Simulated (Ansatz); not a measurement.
Seebeck coefficient (μV/K, mean over directions) of p-type BaSnO3 (Pm-3m) against carrier density, PBEsol with spin-orbit coupling, rigid bands (Ansatz, a program for electronic structure). Computed gap 0.86 eV; densities at which minority carriers matter at this gap, or further valleys turn the trend, are left out. Conductivity mass 1.92 mₑ (harmonic mean over directions), N_v = 3.2e20 cm⁻³ at 300 K.

| hole density | 300 K | 500 K |
|---|---|---|
| 1e17 cm⁻³ | 929 | … |
| 1e18 cm⁻³ | 731 | 787 |
| 3e18 cm⁻³ | 636 | 692 |
| 1e19 cm⁻³ | 532 | 588 |
| 3e19 cm⁻³ | 438 | … |
| 1e20 cm⁻³ | 336 | 390 |
| 3e20 cm⁻³ | 245 | 297 |
| 1e21 cm⁻³ | 150 | … |

Problem. Some entries are withheld; supply them.

Solution. 
- 1e17 cm⁻³, 500 K: 985
- 3e19 cm⁻³, 500 K: 494
- 1e21 cm⁻³, 500 K: 197

Rigid bands with a gap fixed in temperature, one relaxation time for all states, no polarons or phonon drag, and whether or not such doping can be reached.
